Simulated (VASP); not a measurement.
# CdO (Fm-3m) in VASP: band structure with PBE

Aim: the band structure of CdO with PBE.

All numbers are computed with VASP 6.6.1; they aren't measurements. Logs are shortened: lines on timing, memory, paths and dates and some standing lists are left out, and cuts for length are marked.

## (1) The structure

The structure is cubic, space group Fm-3m (No. 225). The conventional cell has a = 4.700 Å, b = 4.700 Å, c = 4.700 Å, α = 90.00°, β = 90.00°, γ = 90.00°. Around Cd (site symmetry m-3m) lie 6 O at 2.35 Å. Around O (site symmetry m-3m) lie 6 Cd at 2.35 Å.

The cell was built by a generator and needn't be a form met in nature.

## (2) Band structure, PBE

Input file POSCAR:

```
CdO
1.0
    0.0000000000      2.3500000000      2.3500000000
    2.3500000000      0.0000000000      2.3500000000
    2.3500000000      2.3500000000      0.0000000000
Cd O
1 1
Direct
    0.0000000000      0.0000000000      0.0000000000
    0.5000000000      0.5000000000      0.5000000000
```

Input file INCAR.step1:

```
SYSTEM = CdO
PREC = Accurate
ENCUT = 520
EDIFF = 1E-7
ISMEAR = 0
SIGMA = 0.02
LREAL = .FALSE.
LASPH = .TRUE.
NELM = 80
ALGO = Fast
ISIF = 2
LWAVE = .FALSE.
LCHARG = .TRUE.
GGA = PE
```

Input file KPOINTS.step1:

```
regular mesh
0
G
  12 12 12
  0 0 0
```

Input file INCAR.step2:

```
SYSTEM = CdO
PREC = Accurate
ENCUT = 520
EDIFF = 1E-7
ISMEAR = 0
SIGMA = 0.05
LREAL = .FALSE.
LASPH = .TRUE.
NELM = 80
ALGO = Fast
ISIF = 2
LWAVE = .FALSE.
LCHARG = .FALSE.
GGA = PE
ICHARG = 11
```

Input file KPOINTS.step2:

```
path GXWKGLUWLK,UX
10
line-mode
reciprocal
 0.0000000000  0.0000000000  0.0000000000  G
 0.5000000000  0.0000000000  0.5000000000  X

 0.5000000000  0.0000000000  0.5000000000  X
 0.5000000000  0.2500000000  0.7500000000  W

 0.5000000000  0.2500000000  0.7500000000  W
 0.3750000000  0.3750000000  0.7500000000  K

 0.3750000000  0.3750000000  0.7500000000  K
 0.0000000000  0.0000000000  0.0000000000  G

 0.0000000000  0.0000000000  0.0000000000  G
 0.5000000000  0.5000000000  0.5000000000  L

 0.5000000000  0.5000000000  0.5000000000  L
 0.6250000000  0.2500000000  0.6250000000  U

 0.6250000000  0.2500000000  0.6250000000  U
 0.5000000000  0.2500000000  0.7500000000  W

 0.5000000000  0.2500000000  0.7500000000  W
 0.5000000000  0.5000000000  0.5000000000  L

 0.5000000000  0.5000000000  0.5000000000  L
 0.3750000000  0.3750000000  0.7500000000  K

 0.6250000000  0.2500000000  0.6250000000  U
 0.5000000000  0.0000000000  0.5000000000  X
```

Potentials or basis: VASP PAW PBE potentials, release 64 (Cd, O).

On the command line:

```console
$ cat potpaw_PBE.64/Cd/POTCAR potpaw_PBE.64/O/POTCAR > POTCAR
$ cp INCAR.step1 INCAR
$ cp KPOINTS.step1 KPOINTS
$ mpirun -np 1 vasp_std > vasp.out
$ cp INCAR.step2 INCAR
$ cp KPOINTS.step2 KPOINTS
$ mpirun -np 1 vasp_std > vasp.out
```

OUTCAR:

```text
SYSTEM = CdO
   PREC = Accurate
   ENCUT = 520
   EDIFF = 1E-7
   ISMEAR = 0
   LREAL = .FALSE.
   LASPH = .TRUE.
   NELM = 80
   ISIF = 2
   GGA = PE
   ICHARG = 11

 ion  position               nearest neighbor table
   1  0.000  0.000  0.000-   2 2.35   2 2.35   2 2.35   2 2.35   2 2.35   2 2.35
   2  0.500  0.500  0.500-   1 2.35   1 2.35   1 2.35   1 2.35   1 2.35   1 2.35

  LATTYP: Found a face centered cubic cell.
 ALAT       =     4.7000000000

  Lattice vectors:

 A1 = (   0.0000000000,   2.3500000000,   2.3500000000)
 A2 = (   2.3500000000,   0.0000000000,   2.3500000000)
 A3 = (   2.3500000000,   2.3500000000,   0.0000000000)

Analysis of symmetry for initial positions (statically):
=====================================================================
 Subroutine PRICEL returns:
 Original cell was already a primitive cell.

 Routine SETGRP: Setting up the symmetry group for a
 face centered cubic supercell.

 Subroutine GETGRP returns: Found 48 space group operations
 (whereof 48 operations were pure point group operations)
 out of a pool of 48 trial point group operations.

The static configuration has the point symmetry O_h .

Analysis of symmetry for dynamics (positions and initial velocities):
=====================================================================
 Subroutine PRICEL returns:
 Original cell was already a primitive cell.

 Routine SETGRP: Setting up the symmetry group for a
 face centered cubic supercell.

 Subroutine GETGRP returns: Found 48 space group operations
 (whereof 48 operations were pure point group operations)
 out of a pool of 48 trial point group operations.

The dynamic configuration has the point symmetry O_h .

 Subroutine INISYM returns: Found 48 space group operations
 (whereof 48 operations are pure point group operations),
 and found     1 'primitive' translations

----------------------------------------------------------------------------------------

                                     Primitive cell

  volume of cell :      25.9558

  direct lattice vectors                    reciprocal lattice vectors
     0.000000000  2.350000000  2.350000000    -0.212765957  0.212765957  0.212765957
     2.350000000  0.000000000  2.350000000     0.212765957 -0.212765957  0.212765957
     2.350000000  2.350000000  0.000000000     0.212765957  0.212765957 -0.212765957

  length of vectors
     3.323401872  3.323401872  3.323401872     0.368521448  0.368521448  0.368521448

  position of ions in fractional coordinates (direct lattice)
     0.000000000  0.000000000  0.000000000
     0.500000000  0.500000000  0.500000000
[... 78 lines left out ...]
   ISYM   =      2    0-nonsym 1-usesym 2-fastsym
   POTIM  = 0.5000    time-step for ionic-motion
   TEBEG  =    0.0;   TEEND  =   0.0 temperature during run
   PSTRESS=    0.0 pullay stress
   NELECT =      18.0000    total number of electrons
   NUPDOWN=      -1.0000    fix difference up-down
   EMIN   =  10.00;   EMAX   =-10.00  energy-range for DOS
   EFERMI =   0.00;   METHOD = LEGACY
   ISMEAR =     0;   SIGMA  =   0.05  broadening in eV -4-tet -1-fermi 0-gaus
   EFERMI_NEDOS =   21; number of points for ismear=-14 and -15
   IALGO  =     68    algorithm
   IMIX   =      4    mixing-type and parameters
     AMIX     =   0.40;   BMIX     =  1.00
     AMIX_MAG =   1.60;   BMIX_MAG =  1.00
  volume/ion in A,a.u.               =      12.98        87.58
  Fermi-wavevector in a.u.,A,eV,Ry     =   1.449065  2.738335 28.569361  2.099789
  Thomas-Fermi vector in A             =   2.566834
   LORBIT       =      0    0 simple, 1 ext, 2 COOP (PROOUT), +10 PAW based schemes
   GGA     = PE    functional components
   LHFCALC =     F    Hartree Fock is set to
   AEXX    =    0.0000 exact exchange contribution
   IVDW    =     0    specifies the selected vdW correction
   LEPSILON=     F    determine dielectric tensor
   LRPA    =     F    only Hartree local field effects (RPA)
 non-spin polarized calculation
 RMM-DIIS sequential band-by-band and
 Gauss-broadening in eV      SIGMA  =   0.05
  energy-cutoff  :      520.00
  volume of cell :       25.96
 maximum number of plane-waves:       725
 NGX is ok and might be reduce to    28

 number of electron      18.0000002 magnetization

 Free energy of the ion-electron system (eV)
  ---------------------------------------------------
  ext. energy  EPLUGINS =         0.00000000
  ---------------------------------------------------
  free energy    TOTEN  =        -7.77505743 eV

  energy without entropy =       -7.77198866  energy(sigma->0) =       -7.77352304

 E-fermi :   2.0459     XC(G=0): -11.6948

 val. band max:        2.0327237073   @ k =   0.5000   0.5000   0.5000
 cond. band min:       2.0534002625   @ k =   0.0556   0.0556   0.0556
 fundamental gap:      0.0206765552
 Fermi energy:         2.0458706734

 k-point     1 :       0.0000    0.0000    0.0000
  band No.  band energies     occupation
      1     -15.3289      2.00000
      2      -4.6651      2.00000
      3      -4.6651      2.00000
      4      -4.6651      2.00000
      5      -4.3729      2.00000
      6      -4.3729      2.00000
      7       0.7075      2.00000
      8       0.7075      2.00000
      9       0.7075      2.00000
     10       1.6049      2.00000
     11      17.0239      0.00000
     12      19.0648      0.00000
     13      19.0648      0.00000
[... 354 lines left out ...]
  band No.  band energies     occupation
      1     -14.5863      2.00000
      2      -4.9535      2.00000
      3      -4.7945      2.00000
      4      -4.6631      2.00000
      5      -3.9910      2.00000
      6      -3.8212      2.00000
      7      -1.1667      2.00000
      8      -0.8122      2.00000
      9       0.3211      2.00000
     10       7.8935      0.00000
     11      10.8133      0.00000
     12      10.9347      0.00000
     13      13.2976      0.00000

 [... further k-points ...]
[... 5 lines left out ...]
  --------------------------------------------------------------------------------------
  -------------------------------------------------------------------------------------
  Total        0.0211243      0.0211243      0.0211243      0.0000000     -0.0000000      0.0000000
  in kB        1.3039431      1.3039431      1.3039431      0.0000000     -0.0000000      0.0000000
  external PRESSURE =       1.3039431 kB  Pullay stress =       0.0000000 kB

 VOLUME and BASIS-vectors are now :
 -----------------------------------------------------------------------------
  energy-cutoff  :      520.00
  volume of cell :       25.96
      direct lattice vectors                 reciprocal lattice vectors
     0.000000000  2.350000000  2.350000000    -0.212765957  0.212765957  0.212765957
     2.350000000  0.000000000  2.350000000     0.212765957 -0.212765957  0.212765957
     2.350000000  2.350000000  0.000000000     0.212765957  0.212765957 -0.212765957

 POSITION                                       TOTAL-FORCE (eV/Angst)
 -----------------------------------------------------------------------------------
      0.00000      0.00000      0.00000        -0.000000      0.000000     -0.000000
      2.35000      2.35000      2.35000         0.000000     -0.000000      0.000000
 -----------------------------------------------------------------------------------
    total drift:                                0.000000      0.000000      0.000000

  FREE ENERGIE OF THE ION-ELECTRON SYSTEM (eV)
  ---------------------------------------------------
  free  energy   TOTEN  =        -7.7750574286 eV

  energy  without entropy=       -7.7719886569  energy(sigma->0) =       -7.77352304
```

OUTCAR.step1:

```text
SYSTEM = CdO
   PREC = Accurate
   ENCUT = 520
   EDIFF = 1E-7
   ISMEAR = 0
   LREAL = .FALSE.
   LASPH = .TRUE.
[... 608 lines left out ...]
      0.00000      0.00000      0.00000         0.000000      0.000000     -0.000000
      2.35000      2.35000      2.35000        -0.000000     -0.000000      0.000000
 -----------------------------------------------------------------------------------
    total drift:                                0.000000      0.000000      0.000000

  FREE ENERGIE OF THE ION-ELECTRON SYSTEM (eV)
  ---------------------------------------------------
  free  energy   TOTEN  =        -7.6969860597 eV

  energy  without entropy=       -7.6969582989  energy(sigma->0) =       -7.69697218
```

It took 63 s on 1 thread of Intel Xeon Platinum 8175M at 2.50GHz (Skylake/Cascade Lake), shared host; peak memory 0.17 GiB.

Results:

```yaml
Band_gap_along_the_path: none (metal or under the smearing width)
```

Levels at the corners of the path, in eV from the Fermi level:
```tsv
point	band 7	band 8	band 9	band 10	band 11	band 12
Γ	-1.34	-1.34	-1.34	-0.45	14.97	17.01
X	-4.34	-2.32	-2.32	3.87	8.54	11.20
X	-4.34	-2.32	-2.32	3.87	8.54	11.20
W	-3.00	-3.00	-1.88	5.99	8.93	8.93
W	-3.00	-3.00	-1.88	5.99	8.93	8.93
K	-3.41	-2.89	-1.27	5.42	8.61	8.64
K	-3.41	-2.89	-1.27	5.42	8.61	8.64
Γ	-1.34	-1.34	-1.34	-0.45	14.97	17.01
Γ	-1.34	-1.34	-1.34	-0.45	14.97	17.01
L	-3.82	-0.02	-0.02	4.43	7.30	11.94
L	-3.82	-0.02	-0.02	4.43	7.30	11.94
U	-3.41	-2.89	-1.27	5.42	8.61	8.64
U	-3.41	-2.89	-1.27	5.42	8.61	8.64
W	-3.00	-3.00	-1.88	5.99	8.93	8.93
W	-3.00	-3.00	-1.88	5.99	8.93	8.93
L	-3.82	-0.02	-0.02	4.43	7.30	11.94
L	-3.82	-0.02	-0.02	4.43	7.30	11.94
K	-3.41	-2.89	-1.27	5.42	8.61	8.64
U	-3.41	-2.89	-1.27	5.42	8.61	8.64
X	-4.34	-2.32	-2.32	3.87	8.54	11.20
```

Caveat: the log is that of the step along the path at fixed density, whose energy, stress, charges and moments have no meaning; this crystal is a semiconductor, whose small gap the functional closes, so the metal is an error of the method.
